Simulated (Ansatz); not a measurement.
# Cu, Cu31 defect cell: relaxing cell and atoms, single point and relaxing the atoms, part 2 of 2

The task, for Cu, Cu31 defect cell: 3 runs in a chain (relaxing cell and atoms, single point and relaxing the atoms).

Ansatz 0.2.0; DFT PBE, scalar-relativistic, plane waves, PAW.

## 3. Single point

It takes the final geometry of step 2: a supercell is built.

input.yaml reads:

```yaml
crystal:
  lattice:
    - [7.257110259, 0.0, 0.0]
    - [0.0, 7.257110259, 0.0]
    - [0.0, 0.0, 7.257110259]
  atoms:
    - { symbol: Cu, position: [0.5, 0.0, 0.0] }
    - { symbol: Cu, position: [0.75, 0.25, 0.0] }
    - { symbol: Cu, position: [0.75, 0.0, 0.25] }
    - { symbol: Cu, position: [0.0, 0.0, 0.0] }
    - { symbol: Cu, position: [0.25, 0.25, 0.0] }
    - { symbol: Cu, position: [0.5, 0.5, 0.0] }
    - { symbol: Cu, position: [0.75, 0.75, 0.0] }
    - { symbol: Cu, position: [0.25, 0.0, 0.25] }
    - { symbol: Cu, position: [0.5, 0.25, 0.25] }
    - { symbol: Cu, position: [0.75, 0.5, 0.25] }
    - { symbol: Cu, position: [0.5, 0.0, 0.5] }
    - { symbol: Cu, position: [0.75, 0.25, 0.5] }
    - { symbol: Cu, position: [0.75, 0.0, 0.75] }
    - { symbol: Cu, position: [0.0, 0.5, 0.0] }
    - { symbol: Cu, position: [0.25, 0.75, 0.0] }
    - { symbol: Cu, position: [0.0, 0.25, 0.25] }
    - { symbol: Cu, position: [0.25, 0.5, 0.25] }
    - { symbol: Cu, position: [0.5, 0.75, 0.25] }
    - { symbol: Cu, position: [0.0, 0.0, 0.5] }
    - { symbol: Cu, position: [0.25, 0.25, 0.5] }
    - { symbol: Cu, position: [0.5, 0.5, 0.5] }
    - { symbol: Cu, position: [0.75, 0.75, 0.5] }
    - { symbol: Cu, position: [0.25, 0.0, 0.75] }
    - { symbol: Cu, position: [0.5, 0.25, 0.75] }
    - { symbol: Cu, position: [0.75, 0.5, 0.75] }
    - { symbol: Cu, position: [0.0, 0.75, 0.25] }
    - { symbol: Cu, position: [0.0, 0.5, 0.5] }
    - { symbol: Cu, position: [0.25, 0.75, 0.5] }
    - { symbol: Cu, position: [0.0, 0.25, 0.75] }
    - { symbol: Cu, position: [0.25, 0.5, 0.75] }
    - { symbol: Cu, position: [0.5, 0.75, 0.75] }
    - { symbol: Cu, position: [0.0, 0.75, 0.75] }
scf:
  occupations: { method: gaussian, width: 0.1 }
output:
  forces: true
  stress: true
  eigenvalues: true
kpoints:
  mp_grid: { grid: [8, 8, 8] }
hamiltonian:
  xc: pbe
  pseudopotentials: { kind: paw, azcp: { folder: soft_1 } }
```

On the command line:

```bash
> ansatz run input.yaml --threads 8 --pin off --max-ram 16384MiB --backend cpu --events-out ev --progress --plain --runs-dir out
```

Output, cut to the lines that bear on the results:

```text
Warning: RAYON_NUM_THREADS=8 ignored (pool sized by the plan → 8); use --threads N
[...]
Pseudopotentials: kind: paw
Pseudopotential: Cu, paw, valence charge 19, recommended cutoff 420 eV (normal), <dir>
Functional definition: PBE
[...]
Crystal: 32 atoms, lattice volume = 382.200 Å³
Basis set: ecut = 420 eV, 7497 PW (Γ), exchange–correlation on 100×100×100 points (8 copies of the dense FFT grid, shifted against one another)
Bands: 365, of which v1, the nominal top of the filled ones, is band 304 counted from 1 (303 counted from 0)
Symmetry: 1536 space group operations
Space group: Fm-3m (ITA 225), of the structure as read, at distance tolerance 7.3e-5 Å
k-points: 35 of 512
[...]
SCF iter   1: F=—  HF=-212034.970004 eV  |F-HF|=—  |Δ(HF+E_count)|=         —  Δρ=2.66e-1  dr2=1.62e2  ethr=3.10e-3  ⟨swp⟩=4.9  Hψ=39901  notcnv=0  defer=35
[...]
SCF iter   9: F=-212005.905266 eV  HF=-212005.905266 eV  |F-HF|=2.74e-9  |Δ(HF+E_count)|=   4.89e-8  Δρ=1.58e-6  dr2=5.01e-9  ethr=1.64e-11  ⟨swp⟩=7.9  Hψ=50034  notcnv=0
[...]
SCF converged after 9 iterations
Free energy (F): -212005.905266 eV
[...]
E sigma→0 (E₀):  -212005.882735 eV
Entropy (-TS):   -0.045061 eV (-1.408 meV/atom)
Fermi energy:    16.149224 eV
[...]
--- Forces (eV/Å), atoms counted from 1 ---
  atom   1  Cu    -0.00000000    -0.00000000    -0.00000000
  atom   2  Cu    -0.00000000    -0.00000000    -0.00000000
  atom   3  Cu    -0.00000000    -0.00000000     0.00000000
  atom   4  Cu    -0.00000000    -0.00000000    -0.00000000
  atom   5  Cu    -0.00000000    -0.00000000     0.00000000
  atom   6  Cu    -0.00000000     0.00000000    -0.00000000
  atom   7  Cu    -0.00000000    -0.00000000    -0.00000000
  atom   8  Cu    -0.00000000    -0.00000000     0.00000000
[...]
--- Stress (GPa, compression-positive) ---
        0.012307      -0.000000      -0.000000
       -0.000000       0.012307       0.000000
       -0.000000       0.000000       0.012307
  P = ⅓ Tr σ = 0.0123 GPa (0.123 kbar)
--- Band table (eV; the first three rows and the last of 35) ---
[...]
```

Run time: 28 s. Hardware: 8 threads of Intel Xeon 6975P-C (Granite Rapids), shared host; peak memory 6.8 GiB.

## 4. Relaxing the atoms: Cu31 defect cell

It takes the final geometry of step 2: a supercell is built; 1 atom is removed.

Edit input.yaml of step 3 so:

```diff
@@ -6,3 +6,2 @@
   atoms:
-    - { symbol: Cu, position: [0.5, 0.0, 0.0] }
     - { symbol: Cu, position: [0.75, 0.25, 0.0] }
@@ -42,3 +41,3 @@
   forces: true
-  stress: true
+  stress: false
   eigenvalues: true
@@ -49 +48,4 @@
   pseudopotentials: { kind: paw, azcp: { folder: soft_1 } }
+relax:
+  f_tol: 0.01
+  max_steps: 25
```

On the command line:

```bash
> ansatz run input.yaml --threads 8 --pin off --max-ram 16384MiB --backend cpu --events-out ev --progress --plain --runs-dir out
```

Output, cut to the lines that bear on the results:

```text
Warning: RAYON_NUM_THREADS=8 ignored (pool sized by the plan → 8); use --threads N
[...]
[... 3 set-up lines as earlier in the session ...]
[...]
Crystal: 31 atoms, lattice volume = 382.200 Å³
Basis set: ecut = 420 eV, 7497 PW (Γ), exchange–correlation on 100×100×100 points (8 copies of the dense FFT grid, shifted against one another)
Bands: 354, of which v1, the nominal top of the filled ones, is band 295 counted from 1 (294 counted from 0)
[... 1 set-up line as earlier in the session ...]
Space group: Pm-3m (ITA 221), of the structure as read, at distance tolerance 7.3e-5 Å
k-points: 35 of 512
[...]
SCF iter   1: F=—  HF=-205407.327201 eV  |F-HF|=—  |Δ(HF+E_count)|=         —  Δρ=2.61e-1  dr2=1.57e2  ethr=3.10e-3  ⟨swp⟩=4.6  Hψ=36552  notcnv=0  defer=72
[...]
    - { symbol: Cu, position: [0.7491838179866551, 0.7508161820133447, 0.49999999999999994] }
    - { symbol: Cu, position: [0.25281118483605747, 1.214466105633175e-19, 0.7528111848360575] }
    - { symbol: Cu, position: [0.49999999999999994, 0.2471888151639425, 0.7528111848360575] }
    - { symbol: Cu, position: [0.7491838179866551, 0.49999999999999994, 0.7508161820133447] }
    - { symbol: Cu, position: [7.325351113342959e-20, 0.7508161820133447, 0.24918381798665518] }
    - { symbol: Cu, position: [7.325351113342941e-20, 0.49999999999999994, 0.49999999999999994] }
    - { symbol: Cu, position: [0.25081618201334477, 0.7508161820133447, 0.49999999999999994] }
    - { symbol: Cu, position: [7.325351113342965e-20, 0.24918381798665518, 0.7508161820133447] }
    - { symbol: Cu, position: [0.25081618201334477, 0.49999999999999994, 0.7508161820133447] }
    - { symbol: Cu, position: [0.49999999999999994, 0.7528111848360575, 0.7528111848360575] }
    - { symbol: Cu, position: [7.325351113342955e-20, 0.7508161820133447, 0.7508161820133447] }
```

Wall time 1.9 min (8 threads of Intel Xeon 6975P-C (Granite Rapids), shared host); peak memory 6.8 GiB.

The steps of the relaxation:

```csv
step,energy from step 1 (eV/cell),largest force component (eV/Å)
1,0.0000,0.1252
2,-0.0186,0.0828
3,-0.0322,0.0021
4,-0.0322,0.0020
```

Step 1 is the start.

## 5. Summary of results

This closing draws on all 2 parts.

| step | system | k mesh | energy (eV) | gap on the mesh (eV) | time |
| --- | --- | --- | --- | --- | --- |
| 2 | Cu | 38×38×38 | -6625.184 | 0.00 | 7.3 s |
| 3 | Cu | 8×8×8 | -212005.883 | 0.00 | 28 s |
| 4 | Cu31 defect cell | 8×8×8 | -205379.615 | 0.00 | 1.9 min |

Totals of different systems or levels have different zeros; only balanced differences at one level mean anything.

| quantity | value |
| --- | --- |
| relaxed cell, step 2 (conventional) | a = 3.629 Å, b = 3.629 Å, c = 3.629 Å, α = 90.00°, β = 90.00°, γ = 90.00° |

What this shows: Against the measured lattice constant a of Cu, 3.615 Å (300 K; quoted in “Multiple origins of extra electron diffractions in fcc metals”, 2023, arxiv:2311.10326), the calculated 3.629 Å is off by +0.4 %. That is the cell relaxed with PBE, without thermal expansion or zero-point motion.
